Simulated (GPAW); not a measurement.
# KF (Carobbiite) (Fm-3m) in GPAW: a series of runs

The runs below take KF (Carobbiite) through band structure, with PBEsol.

Everything below comes from runs of GPAW 26.7.0. Logs are shortened: lines on timing, memory, paths and dates and some standing lists are left out, and cuts for length are marked. The log counts tension as positive stress, the text compression.

### Step 1. Starting point

Symmetry: Fm-3m, No. 225, cubic system. Conventional cell: a = 5.344 Å, b = 5.344 Å, c = 5.344 Å, α = 90.00°, β = 90.00°, γ = 90.00°. K (site symmetry m-3m) is surrounded by 6 F at 2.67 Å. F (site symmetry m-3m) is surrounded by 6 K at 2.67 Å.

### Step 2. Band structure, PBEsol, 19.07 Å³/atom

The input, run.py:

```python
from ase import Atoms
from ase.dft.bandgap import bandgap
from ase.io import write
from ase.units import GPa
from gpaw import GPAW, PW, setup_paths

setup_paths.insert(0, '.')

atoms = Atoms(['K', 'F'],
              cell=[[-0.053437, 2.67185, 2.67185],
                    [2.67185, -0.053437, 2.67185],
                    [2.618413, 2.618413, 0.0]],
              scaled_positions=[[0.0, 0.0, 0.0],
                                [0.5, 0.5, 0.5]],
              pbc=True)

calc = GPAW(mode=PW(800),
            xc='PBEsol',
            kpts={'size': (9, 9, 9), 'gamma': True},
            occupations={'name': 'fermi-dirac', 'width': 0.05},
            nbands=16,
            convergence={'density': 1e-05, 'energy': 1e-05},
            maxiter=150,
            txt='gpaw.txt')
atoms.calc = calc
energy = atoms.get_potential_energy()
forces = atoms.get_forces()
stress = atoms.get_stress()
calc.write('gs.gpw')
write('result.traj', atoms)
print(f'Energy: {energy:.6f} eV')
print('Forces (eV/A):')
print(forces.round(4))
print('Stress (GPa):', (stress / GPa).round(3))
print('Fermi level:', round(calc.get_fermi_level(), 4), 'eV')
print(f'Gap: {bandgap(calc)[0]:.4f} eV, direct: {bandgap(calc, direct=True)[0]:.4f} eV')

path = atoms.cell.bandpath('GXLTWRX1ZGYSW,L1Y,Y1Z', npoints=80, eps=1e-4)
bs_calc = calc.fixed_density(kpts=path, symmetry='off', nbands=26,
                             convergence={'bands': 'CBM+6.0', 'eigenstates': 1e-6}, txt='bands.txt')
bs = bs_calc.band_structure()
bs.write('bs.json')
print(f'Gap on the path: {bandgap(bs_calc)[0]:.4f} eV')
```

Potentials or basis: PAW data sets generated in the run's folder for this functional, pw.

Launch:

```bash
> gpaw-setup -f PBEsol F K
> OMP_NUM_THREADS=1 python run.py
```

gpaw.txt:

```text
__  _  _
 | _ |_)|_||  |
 |__||  | ||/\| - 26.7.0

Input parameters:
  mode=PW(ecut=800.0),
  convergence={'density': 1e-05, 'energy': 1e-05},
  kpts=MonkhorstPack(size=(9, 9, 9), gamma=True),
  maxiter=150,
  nbands=16,
  occupations=Occupations(name='fermi-dirac', width=0.05),
  xc=XC(name='PBEsol')

Diagonalizing LCAO Hamiltonian
Converting LCAO to pw mode

               F

       K

Atoms  # Å, Bohr magnetons
|   | symbol |        x |        y |        z |    initial magnetic moments |
|---|--------|----------|----------|----------|-----------------------------|
| 0 |      K | 0.000000 | 0.000000 | 0.000000 | ( 0.0000,  0.0000,  0.0000) |
| 1 |      F | 2.618413 | 2.618413 | 2.671850 | ( 0.0000,  0.0000,  0.0000) |

Unit cell  # Å
| periodic |         x |         y |        z |  lengths |    angles |
|----------|-----------|-----------|----------|----------|-----------|
|      yes | -0.053437 |  2.671850 | 2.671850 | 3.778944 | 60.662639 |
|      yes |  2.671850 | -0.053437 | 2.671850 | 3.778944 | 60.662639 |
|      yes |  2.618413 |  2.618413 | 0.000000 | 3.702995 | 61.320866 |

Number of symmetries: 8
Symmetry operations  # r_c * U_cc + t_c -> r_c
|   | kind |            matrix            |
|---|------|------------------------------|
| 0 |  E   |  1, 0, 0,  0, 1, 0,  0, 0, 1 |
| 1 |  σ   |  1, 0,-1,  0, 1,-1,  0, 0,-1 |
| 2 |  σ   |  0, 1, 0,  1, 0, 0,  0, 0, 1 |
| 3 |  C2  |  0, 1,-1,  1, 0,-1,  0, 0,-1 |
| 4 |  σ   |  0,-1, 1, -1, 0, 1,  0, 0, 1 |
| 5 |  C2  |  0,-1, 0, -1, 0, 0,  0, 0,-1 |
| 6 |  C2  | -1, 0, 1,  0,-1, 1,  0, 0, 1 |
| 7 |  i   | -1, 0, 0,  0,-1, 0,  0, 0,-1 |

BZ-sampling:
  Number of BZ points: 729
  Number of IBZ points: 125

  Monkhorst-Pack size: [9, 9, 9]
  Monkhorst-Pack shift: [0, 0, 0]

K-points  # in reciprocal-cell coordinates
|     |                                coordinates |     weight |
|-----|--------------------------------------------|------------|
|   0 | (  0.00000000,   0.00000000,   0.00000000) | 0.00137174 |
|   1 | (  0.11111111,  -0.11111111,   0.00000000) | 0.00274348 |
|   2 | (  0.11111111,   0.00000000,   0.00000000) | 0.00548697 |
|   3 | (  0.11111111,   0.00000000,   0.11111111) | 0.00548697 |
|   4 | (  0.11111111,   0.11111111,   0.00000000) | 0.00274348 |
|   5 | (  0.11111111,   0.11111111,   0.11111111) | 0.00548697 |
|   6 | (  0.11111111,   0.11111111,   0.22222222) | 0.00274348 |
|   7 | (  0.22222222,  -0.22222222,   0.00000000) | 0.00274348 |
|   8 | (  0.22222222,  -0.11111111,   0.00000000) | 0.00548697 |
|   9 | (  0.22222222,  -0.11111111,   0.11111111) | 0.00548697 |
| ... |                                            |            |
| 124 | (  0.44444444,   0.44444444,   0.44444444) | 0.00548697 |

Plane wave coefficients: 1977
Cutoff: 800.0 eV

Spin-components: 1 (collinear spins)
Bands:           16
Projectors:      10
Spin-degeneracy: 2
Datatype:        complex128

Parallelization:
  kpt:    1
  domain: 1
  band:   1

Density:
  Valence electrons: 16.0
  Components: 1
  Grid points: [25 25 25]
  Charge: 0.0  # |e|

Potential:
  Grid points: [25 25 25]

species:
  K:
    name:    Potassium
    Z:       19.0
    valence: 9
    core:    10
    charge:  0.0  # [|e|]
    compensation charges:
      type: gauss
      rc: 0.35  # [Å]
      lmax: 2
    cutoffs:
      filter: 1.91  # [Å]
      core: 1.27  # [Å]
    projectors
    | kind |    occ | energy [eV] | rcut [Å] |
    |------|--------|-------------|----------|
    |   3s |  2.000 |     -35.262 |    1.122 |
    |   4s |  1.000 |      -2.301 |    1.122 |
    |   3p |  6.000 |     -18.797 |    1.106 |
    |    p |        |       8.414 |    1.106 |
    |    d |        |       0.000 |    0.937 |

    Using partial waves for K as LCAO basis

  F:
    name:    Fluorine
    Z:       9.0
    valence: 7
    core:    2
    charge:  0.0  # [|e|]
    compensation charges:
      type: gauss
      rc: 0.20  # [Å]
      lmax: 2
    cutoffs:
      filter: 1.14  # [Å]
      core: 0.74  # [Å]
    projectors
    | kind |    occ | energy [eV] | rcut [Å] |
    |------|--------|-------------|----------|
    |   2s |  2.000 |     -29.719 |    0.635 |
    |   2p |  5.000 |     -11.050 |    0.635 |
    |    s |        |      -2.507 |    0.635 |
    |    p |        |      16.162 |    0.635 |
    |    d |        |       0.000 |    0.635 |

    Using partial waves for F as LCAO basis

Reference energy: -19066.438704  # eV

eigensolver:
  PPCG
  Converge bands: occupied
  niter=2

density mixing:
  MSR1-Mixer
  Pratt-step length: 0.05
  Maximum mixing coefficient: 0.75
  Old densities: 10
  SVD Regularization: 0.005
  Good broyden scale: 1.0
  Trust region scale: 1.0
  Backstep threshold: 4.0
  History deletion threshold: 6.0
  Fourier metric: weight=20.0, sigma=0.015

occupation numbers:
  Fermi-Dirac:
    width: 0.0500  # eV

poisson solver:
  ecut: 6400.0  # eV

xc functional:
  name: PBEsol with 2 nearest neighbor stencil

convergence criteria:
- Maximum integral of absolute [dens]ity change: 1e-05 electrons / valence electron
- Maximum [total energy] change in last 3 cyles: 1e-05 eV / valence electron
- Maximum integral of absolute [eigenst]ate change: 4e-08 eV^2 / valence electron
maximum number of iterations: 150

SCF iterations
|iter     | |      energy | eigst |  dens |
|---------|-|-------------|-------|-------|
|iter:   1| |   -9.319560 | -0.18 |       |
|iter:   2| |   -9.153738 | -2.39 | -1.19 |
|iter:   3| |   -8.667643 | -0.82 | -1.23 |
|iter:   4| |   -8.660000 | -2.49 | -1.54 |
|iter:   5| |   -8.664463 | -3.20 | -1.82 |
|iter:   6| |   -8.665096 | -4.54 | -2.46 |
|iter:   7| |   -8.665158 | -5.78 | -3.16 |
|iter:   8| |   -8.665168c| -6.36 | -3.59 |
|iter:   9| |   -8.665168c| -8.02c| -4.71 |
|iter:  10| |   -8.665168c| -7.66c| -5.04c|

Converged in 10 steps
Energy contributions relative to reference atoms: (reference = -19066.438704)

Energy contributions:
  Kinetic:           4.831518
  Coulomb:          -3.613676
  Zero:             -0.620059
  External:          0.000000
  Xc:               -9.262952
  Entropy:          -0.000000
  Spinorbit:         0.000000
  ----------------------------
  Free energy:      -8.665168
  Extrapolated:     -8.665168

dipole moment: (-19.078799, -19.078799, -19.468162)  # |e|*Ang

Fermi level: 1.384
Eigenvalues  # (at kpt = [0.000, 0.000, 0.000])
| band index |      eig [eV] | occ [0-2] |
|------------|---------------|-----------|
|          0 |       -26.386 |     2.000 |
|          1 |       -18.990 |     2.000 |
|          2 |        -9.741 |     2.000 |
|          3 |        -9.733 |     2.000 |
|          4 |        -9.722 |     2.000 |
|          5 |        -0.466 |     2.000 |
[... 8 lines left out ...]
|         14 |        16.220 |     0.000 |
|         15 |        23.335 |     0.000 |

Gap: 6.019 eV
Transition (v -> c):
  (s=0, k=0, n=7, [0.00, 0.00, 0.00]) -> (s=0, k=0, n=8, [0.00, 0.00, 0.00])
No difference between direct/indirect transitions

Forces  # eV/Ang
|       x |       y |       z |
|---------|---------|---------|
| 0.00000 | 0.00000 | 0.00000 |  # K    0
| 0.00000 | 0.00000 | 0.00000 |  # F    1

Stress tensor  # eV/Ang^3
|         x |         y |        z |
|-----------|-----------|----------|
|  0.009209 | -0.003470 | 0.000000 |
| -0.003470 |  0.009209 | 0.000000 |
|  0.000000 |  0.000000 | 0.009345 |

# Writing to gs.gpw (mode='')
```

Wall time 98 s (1 thread of Arm Neoverse V1, shared host); peak memory 0.36 GiB.

Results:

```
Free energy             : -8.6652 eV
Pressure                : -1.5 GPa
Band gap on the k mesh  : 6.02 eV, direct
Band gap along the path : 6.02 eV, direct
```

Caveat: the density grid can change from cell to cell, which puts small steps into energies and stress.

### Step 3. Band structure, PBEsol, 19.07 Å³/atom

Edit run.py of step 2 so:

```diff
@@ -9,5 +9,5 @@
 atoms = Atoms(['K', 'F'],
-              cell=[[-0.053437, 2.67185, 2.67185],
-                    [2.67185, -0.053437, 2.67185],
-                    [2.618413, 2.618413, 0.0]],
+              cell=[[-0.0267185, 2.67185, 2.67185],
+                    [2.67185, -0.0267185, 2.67185],
+                    [2.6451315, 2.6451315, 0.0]],
               scaled_positions=[[0.0, 0.0, 0.0],
```

Potentials or basis: PAW data sets generated in the run's folder for this functional, pw.

Launch:

```bash
> gpaw-setup -f PBEsol F K
> OMP_NUM_THREADS=1 python run.py
```

Run time: 94 s. Hardware: 1 thread of Arm Neoverse V1, shared host; peak memory 0.36 GiB.

The run converged. Its results:

```yaml
Free_energy: -8.6671 eV
Pressure: -1.5 GPa
Band_gap_on_the_k_mesh: 6.03 eV, direct
Band_gap_along_the_path: 6.03 eV, direct
```

Caveat: the density grid can change from cell to cell, which puts small steps into energies and stress.

### Step 4. For comparison

An earlier run on the cell as given: functional PBEsol; potentials or basis PAW data sets generated in the run's folder for this functional; cutoff 800 eV; basis pw; k mesh 9 × 9 × 9; occupations fermi-dirac, width 0.05 eV; no spin polarisation.

* Pressure: -1.5 GPa
* Band gap on the k mesh: 6.04 eV, direct
